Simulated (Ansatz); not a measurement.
Level of theory: DFT PBE, scalar-relativistic, plane waves, PAW in Ansatz 0.2.0. Settings: cutoff 420 eV, Γ-centred meshes spaced at most about 0.3 Å⁻¹, and about 0.25 Å⁻¹ or finer for metals (2π included), Gaussian smearing. No spin polarisation.

These are static total energies at zero pressure.

Two relaxed structures of GeSe5:

A. Space group P2 (No. 3), monoclinic, a = 5.348 Å, b = 4.752 Å, c = 7.042 Å, β = 92.2°. Around Ge lie 4 Se at 2.44–2.48 Å; around Se on a site of symmetry 1 lie 1 Se at 2.37 Å and 1 Ge at 2.48 Å; Se on a second site of symmetry 1 is surrounded by 1 Se at 2.40 Å and 1 Ge at 2.44 Å; Se on a site of symmetry 2 is surrounded by 2 Se at 2.40 Å.

B. Space group P4 (No. 75), tetragonal, a = 5.985 Å, c = 6.398 Å. Around Ge lie 1 Se at 2.41 Å and 4 Se at 2.95 Å; Se on a site of symmetry 1 is surrounded by 2 Se at 2.61 Å, 2 Se at 2.83–2.95 Å and 1 Ge at 2.95 Å; around Se on a site of symmetry 4 lie 1 Ge at 2.41 Å and 4 Se at 2.83 Å.

Question: Which is lower in energy, and by how much?

Answer: A is lower, by 198 meV/atom. A has space group P2 (No. 3), 29.8 Å³/atom and a gap of 0.49 eV on its mesh; B has space group P4 (No. 75), 38.2 Å³/atom and no gap. Counting Se atoms around Ge (those within 1.25 times the shortest such distance or 1.15 times the sum of covalent radii, 1.27 where that leaves under three; a plus sign parts nearer from farther groups), A has Ge 4 and B has Ge 1+4. A and B both hold Se–Se units of three or more atoms. Both come from invented guesses.

Weakly bound directions are ill-defined at this level, which has no dispersion term (P2, P4), and this can change margins and order among such cells. Kohn–Sham gaps at this level usually fall short of measured ones. Cells relaxed within their symmetry can be saddle points.
